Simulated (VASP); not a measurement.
# P (Cmce) in VASP: band structure with LDA

Aim: the band structure of P with LDA.

All numbers are computed with VASP 6.6.1; they aren't measurements. Logs are shortened: lines on timing, memory, paths and dates and some standing lists are left out, and cuts for length are marked.

**1. Starting point**

Symmetry: Cmce, No. 64, orthorhombic system. The conventional cell has a = 3.345 Å, b = 10.067 Å, c = 4.051 Å, α = 90.00°, β = 90.00°, γ = 90.00°. P (site symmetry m) is surrounded by 3 P at 2.23 Å.

**2. Band structure, LDA**

Contents of INCAR:

```
SYSTEM = P
PREC = Accurate ; ENCUT = 350
EDIFF = 1E-7 ; ISMEAR = 0
SIGMA = 0.02 ; LREAL = .False.
LASPH = .True. ; NELM = 80
ALGO = Normal ; ISIF = 2
LWAVE = .False. ; LCHARG = .False.
```

Contents of KPOINTS:

```
Automatic mesh
0
Gamma
  6 6 4
  0 0 0
```

Contents of POSCAR:

```
P                                       
1.0
    1.6723924071     -5.0334814847      0.0000000000
    1.6723924071      5.0334814847     -0.0000000000
    0.0000000000      0.0000000000      4.0512314954
  P             
     4
Direct
     0.8925925519763905    0.1074074480236094    0.0685175708043132
     0.6074074480236095    0.3925925519763905    0.5685175708043131
     0.1074074480236094    0.8925925519763905    0.9314824291956869
     0.3925925519763905    0.6074074480236095    0.4314824291956869
```

Contents of KPOINTS_OPT:

```
path GXSRAZGYX1A1TY,ZT
20
line-mode
reciprocal
 0.0000000000  0.0000000000  0.0000000000  G
 0.2750161111  0.2750161111  0.0000000000  X

 0.2750161111  0.2750161111  0.0000000000  X
 0.0000000000  0.5000000000  0.0000000000  S

 0.0000000000  0.5000000000  0.0000000000  S
 0.0000000000  0.5000000000  0.5000000000  R

 0.0000000000  0.5000000000  0.5000000000  R
 0.2750161111  0.2750161111  0.5000000000  A

 0.2750161111  0.2750161111  0.5000000000  A
 0.0000000000  0.0000000000  0.5000000000  Z

 0.0000000000  0.0000000000  0.5000000000  Z
 0.0000000000  0.0000000000  0.0000000000  G

 0.0000000000  0.0000000000  0.0000000000  G
-0.5000000000  0.5000000000  0.0000000000  Y

-0.5000000000  0.5000000000  0.0000000000  Y
-0.2750161111  0.7249838889  0.0000000000  X1

-0.2750161111  0.7249838889  0.0000000000  X1
-0.2750161111  0.7249838889  0.5000000000  A1

-0.2750161111  0.7249838889  0.5000000000  A1
-0.5000000000  0.5000000000  0.5000000000  T

-0.5000000000  0.5000000000  0.5000000000  T
-0.5000000000  0.5000000000  0.0000000000  Y

 0.0000000000  0.0000000000  0.5000000000  Z
-0.5000000000  0.5000000000  0.5000000000  T
```

Potentials or basis: VASP PAW LDA potentials, release 64 (P).

Started as:

```bash
cat potpaw_LDA.64/P/POTCAR > POTCAR
mpirun -np 1 vasp_std > vasp.out
```

OUTCAR:

```text
SYSTEM = P
   PREC = Accurate
   ENCUT = 350
   EDIFF = 1E-7
   ISMEAR = 0
   LREAL = .False.
   LASPH = .True.
   NELM = 80
   ISIF = 2

 ion  position               nearest neighbor table
   1  0.893  0.107  0.069-   4 2.23   4 2.23   3 2.23
   2  0.607  0.393  0.569-   3 2.23   3 2.23   4 2.23
   3  0.107  0.893  0.931-   2 2.23   2 2.23   1 2.23
   4  0.393  0.607  0.431-   1 2.23   1 2.23   2 2.23

  LATTYP: Found a base centered orthorhombic cell.
 ALAT       =     3.3447848142
 B/A-ratio  =     3.0097490657
 C/A-ratio  =     1.2112084096

  Lattice vectors:

 A1 = (   1.6723924071,  -5.0334814847,   0.0000000000)
 A2 = (   1.6723924071,   5.0334814847,   0.0000000000)
 A3 = (   0.0000000000,   0.0000000000,   4.0512314954)

Analysis of symmetry for initial positions (statically):
=====================================================================
 Subroutine PRICEL returns:
 Original cell was already a primitive cell.

 Routine SETGRP: Setting up the symmetry group for a
 base centered orthorhombic supercell.

 Subroutine GETGRP returns: Found  8 space group operations
 (whereof  4 operations were pure point group operations)
 out of a pool of  8 trial point group operations.

The static configuration has the point symmetry C_2h.
 The point group associated with its full space group is D_2h.

Analysis of symmetry for dynamics (positions and initial velocities):
=====================================================================
 Subroutine PRICEL returns:
 Original cell was already a primitive cell.

 Routine SETGRP: Setting up the symmetry group for a
 base centered orthorhombic supercell.

 Subroutine GETGRP returns: Found  8 space group operations
 (whereof  4 operations were pure point group operations)
 out of a pool of  8 trial point group operations.

The dynamic configuration has the point symmetry C_2h.
 The point group associated with its full space group is D_2h.

 Subroutine INISYM returns: Found  8 space group operations
 (whereof  4 operations are pure point group operations),
 and found     1 'primitive' translations

----------------------------------------------------------------------------------------

                                     Primitive cell

  volume of cell :      68.2062

  direct lattice vectors                    reciprocal lattice vectors
     1.672392407 -5.033481485  0.000000000     0.298972895 -0.099334825  0.000000000
     1.672392407  5.033481485  0.000000000     0.298972895  0.099334825  0.000000000
[... 104 lines left out ...]
   ISMEAR =     0;   SIGMA  =   0.02  broadening in eV -4-tet -1-fermi 0-gaus
   EFERMI_NEDOS =   21; number of points for ismear=-14 and -15
   IALGO  =     38    algorithm
   IMIX   =      4    mixing-type and parameters
     AMIX     =   0.40;   BMIX     =  1.00
     AMIX_MAG =   1.60;   BMIX_MAG =  1.00
  volume/ion in A,a.u.               =      17.05       115.07
  Fermi-wavevector in a.u.,A,eV,Ry     =   1.087619  2.055303 16.094547  1.182916
  Thomas-Fermi vector in A             =   2.223783
   LORBIT       =      0    0 simple, 1 ext, 2 COOP (PROOUT), +10 PAW based schemes
   GGA     = CA    functional components
   LHFCALC =     F    Hartree Fock is set to
   AEXX    =    0.0000 exact exchange contribution
   IVDW    =     0    specifies the selected vdW correction
   LEPSILON=     F    determine dielectric tensor
   LRPA    =     F    only Hartree local field effects (RPA)
 non-spin polarized calculation
 Gauss-broadening in eV      SIGMA  =   0.02
  energy-cutoff  :      350.00
  volume of cell :       68.21
 maximum number of plane-waves:      1031
   NGX = 17   NGY = 17   NGZ = 13

 number of electron      19.9999997 magnetization

 Free energy of the ion-electron system (eV)
  ---------------------------------------------------
  ext. energy  EPLUGINS =         0.00000000
  ---------------------------------------------------
  free energy    TOTEN  =       -24.11273004 eV

  energy without entropy =      -24.11241660  energy(sigma->0) =      -24.11257332

 E-fermi :   7.6715     XC(G=0): -10.6072

 val. band max:        7.6715171417   @ k =   0.5000   0.1667   0.0000
 cond. band min:       7.8194578065   @ k =  -0.3333   0.3333   0.0000
 fundamental gap:      0.1479406649
 Fermi energy:         7.6715171417

 k-point     1 :       0.0000    0.0000    0.0000
  band No.  band energies     occupation
      1      -8.4148      2.00000
      2      -4.8222      2.00000
      3      -1.2570      2.00000
      4       0.2139      2.00000
      5       2.5044      2.00000
      6       3.4323      2.00000
      7       3.7395      2.00000
      8       4.8832      2.00000
      9       4.9145      2.00000
     10       6.3865      2.00000
     11       8.8317      0.00000
     12       8.9604      0.00000
     13       9.4606      0.00000
     14      11.2646      0.00000
[... 377 lines left out ...]
      1      -7.3060      2.00000
      2      -5.4505      2.00000
      3      -2.3956      2.00000
      4      -0.0997      2.00000
      5       1.4839      2.00000
      6       3.3058      2.00000
      7       4.0941      2.00000
      8       4.9837      2.00000
      9       6.4330      2.00000
     10       6.9153      2.00000
     11       8.5313      0.00000
     12       9.6394      0.00000
     13      10.2310      0.00000
     14      11.2163      0.00000

 [... further k-points ...]

------------------------ aborting loop because EDIFF is reached ----------------------------------------

  FORCE on cell =-STRESS in cart. coord.  units (eV):
  Direction    XX          YY          ZZ          XY          YZ          ZX
  --------------------------------------------------------------------------------------
  -------------------------------------------------------------------------------------
  Total        0.0037503      0.0027838     -0.0061516      0.0000000     -0.0000000      0.0000000
  in kB        0.0880949      0.0653909     -0.1445031      0.0000000     -0.0000000      0.0000000
  external PRESSURE =       0.0029942 kB  Pullay stress =       0.0000000 kB

 VOLUME and BASIS-vectors are now :
 -----------------------------------------------------------------------------
  energy-cutoff  :      350.00
  volume of cell :       68.21
      direct lattice vectors                 reciprocal lattice vectors
     1.672392407 -5.033481485  0.000000000     0.298972895 -0.099334825  0.000000000
     1.672392407  5.033481485  0.000000000     0.298972895  0.099334825  0.000000000
     0.000000000  0.000000000  4.051231495     0.000000000  0.000000000  0.246838523

 POSITION                                       TOTAL-FORCE (eV/Angst)
 -----------------------------------------------------------------------------------
      1.67239     -3.95221      0.27758         0.000000     -0.000704      0.001214
      1.67239     -1.08127      2.30320         0.000000      0.000704      0.001214
      1.67239      3.95221      3.77365         0.000000      0.000704     -0.001214
      1.67239      1.08127      1.74804         0.000000     -0.000704     -0.001214
 -----------------------------------------------------------------------------------
    total drift:                                0.000000      0.000000     -0.000000

  FREE ENERGIE OF THE ION-ELECTRON SYSTEM (eV)
  ---------------------------------------------------
  free  energy   TOTEN  =       -24.1127300397 eV

  energy  without entropy=      -24.1124166010  energy(sigma->0) =      -24.11257332
```

Run time: 39 s. Hardware: 1 thread of Intel Xeon 6975P-C (Granite Rapids), shared host; peak memory 0.15 GiB.

Results:

```yaml
Free_energy: -24.1127 eV
Pressure: 0.0 GPa
Band_gap_along_the_path: none (metal or under the smearing width)
```

Levels at the corners of the path, in eV from the Fermi level:
```csv
point,band 8,band 9,band 10,band 11,band 12,band 13
Γ,-2.79,-2.76,-1.29,1.16,1.29,1.79
X,-3.06,-2.82,-1.96,0.50,0.56,1.38
X,-3.06,-2.82,-1.96,0.50,0.56,1.38
S,-3.10,-2.57,-2.57,0.73,0.73,1.21
S,-3.10,-2.57,-2.57,0.73,0.73,1.21
R,-5.82,-2.12,-2.12,1.57,1.57,5.19
R,-5.82,-2.12,-2.12,1.57,1.57,5.19
A,-4.73,-2.24,-2.24,2.18,2.18,4.21
A,-4.73,-2.24,-2.24,2.18,2.18,4.21
Z,-3.13,-0.75,-0.75,1.39,1.39,1.95
Z,-3.13,-0.75,-0.75,1.39,1.39,1.95
Γ,-2.79,-2.76,-1.29,1.16,1.29,1.79
Γ,-2.79,-2.76,-1.29,1.16,1.29,1.79
Y,-2.19,-1.85,-0.47,0.30,0.75,2.42
Y,-2.19,-1.85,-0.47,0.30,0.75,2.42
X1,-3.06,-2.82,-1.96,0.50,0.56,1.38
X1,-3.06,-2.82,-1.96,0.50,0.56,1.38
A1,-4.73,-2.24,-2.24,2.18,2.18,4.21
A1,-4.73,-2.24,-2.24,2.18,2.18,4.21
T,-2.33,-1.12,-1.12,1.26,1.26,2.61
T,-2.33,-1.12,-1.12,1.26,1.26,2.61
Y,-2.19,-1.85,-0.47,0.30,0.75,2.42
Z,-3.13,-0.75,-0.75,1.39,1.39,1.95
T,-2.33,-1.12,-1.12,1.26,1.26,2.61
```

Caveat: the k mesh is coarse (spacing up to 0.39 Å⁻¹), so the values aren't converged.
